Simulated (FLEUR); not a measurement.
BN:

```
N B
1.0
     0.00000    1.81300    1.81300
     1.81300    0.00000    1.81300
     1.81300    1.81300    0.00000
N B
1 1
Direct
  0.25000 0.25000 0.25000
  0.00000 0.00000 0.00000
```

The cell is a database's computed one.

Base run:

| Quantity | Value |
| --- | --- |
| Program | FLEUR MaX-R8.1 (later development tree) |
| Functional | RPBE |
| Potentials or basis | all-electron |
| Basis | FLAPW |
| Kmax | 5.26 1/bohr |
| k mesh | 13 × 13 × 13 |
| Occupations | fermi-dirac, width 0.05 eV |
| Spin | no spin polarisation |

Its results: band gap on the k mesh 4.73 eV, indirect (least direct gap 8.97 eV).

Task: The run is repeated on the same cell with these changes: functional from RPBE to r2SCAN. What comes out?

Result: Band gap on the k mesh 5.05 eV, indirect (least direct gap 9.50 eV).

r2SCAN gives the wider gap, since meta-GGAs in the generalised Kohn-Sham scheme recover part of the derivative discontinuity.

Caveats: the meta-GGA is that of a development version, with a GGA for the radial functions and cores and without core tails (some runs).

A k mesh can miss the band edges.

Not every run made on this cell is shown here.
